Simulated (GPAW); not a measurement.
# AlN in GPAW: convergence with empty bands an atom in the response

Input of the first run (empty bands an atom in the response 2); the others differ in this setting and in those tied to it:

The input run.py:

```python
import numpy as np
from ase.dft.bandgap import bandgap
from ase.io import read, write
from gpaw import GPAW, PW
from gpaw.response.df import DielectricFunction

atoms = read('POSCAR')

calc = GPAW(mode=PW(600),
            xc='LDA',
            kpts={'size': (8, 8, 5), 'gamma': True},
            occupations={'name': 'fermi-dirac', 'width': 0.001},
            nbands=18,
            convergence={'density': 1e-06},
            maxiter=150,
            txt='gpaw.txt')
atoms.calc = calc
energy = atoms.get_potential_energy()
calc.write('gs.gpw')
write('result.traj', atoms)
print(f'Energy: {energy:.6f} eV')
print('Fermi level:', round(calc.get_fermi_level(), 4), 'eV')
print(f'Gap: {bandgap(calc)[0]:.4f} eV, direct: {bandgap(calc, direct=True)[0]:.4f} eV')

for size in [(12, 12, 7)]:
    name = 'x'.join(str(n) for n in size)
    dense = calc.fixed_density(kpts={'size': size, 'gamma': True},
                               nbands=22, convergence={'bands': 16, 'eigenstates': 1e-7},
                               update_fermi_level=True, txt=f'dense-{name}.txt')
    dense.write(f'{name}.gpw', mode='all')
    df = DielectricFunction(f'{name}.gpw', frequencies=np.array([0.0]), hilbert=False, eta=0.001,
                            ecut=80, nbands=16, intraband=False, txt=f'df-{name}.txt')
    for xc in ['RPA']:
        for direction in ['x', 'y', 'z', [0, 1, 1], [1, 0, 1], [1, 1, 0]]:
            e0, e = df.get_macroscopic_dielectric_constant(xc=xc, direction=direction)
            print(f'{name} {xc} {direction}: {e0:.4f} without, {e:.4f} with local fields')
```

The input POSCAR:

```
AlN
1.0
    3.1130000000      0.0000000000      0.0000000000
   -1.5565000000      2.6959370820      0.0000000000
    0.0000000000      0.0000000000      4.9810000000
Al N
2 2
Direct
    0.6666666667      0.3333333333      0.5000000000
    0.3333333333      0.6666666667      0.0000000000
    0.6666666667      0.3333333333      0.8800000000
    0.3333333333      0.6666666667      0.3800000000
```

Potentials or basis: the program's PAW data sets (release 1.2.1) made for this functional, pw.

Run with:

```console
$ OMP_NUM_THREADS=1 python run.py
```

Hardware: 1 thread of Arm Neoverse V1 (shared host).

**Question.** The values tried are 2, 3, 5, 8, 12, 18, 26, loosest first. From which on does the dielectric constant stay within 0.05 of the tightest run that finished?

**Answer.** From 3 on.

| empty bands an atom in the response | dielectric constant | SCF cycles | CPU time (s) | peak memory (GiB) |
| --- | --- | --- | --- | --- |
| 2 | 4.237 | 11 | 70 | 0.36 |
| 3 | 4.314 | 11 | 98 | 0.37 |
| 5 | 4.333 | 11 | 130 | 0.39 |
| 8 | 4.338 | 11 | 210 | 0.43 |
| 12 | 4.341 | 11 | 340 | 0.47 |
| 18 | 4.342 | 11 | 580 | 0.54 |
| 26 | 4.343 | 11 | 1000 | 0.63 |

The tightest run that finished is the yardstick and may itself not be fully converged.

Caveat, for the tightest run too: the long-wavelength limit can be off by a per cent or two; an odd mesh through Γ misses points on the zone boundary, where band edges often lie.
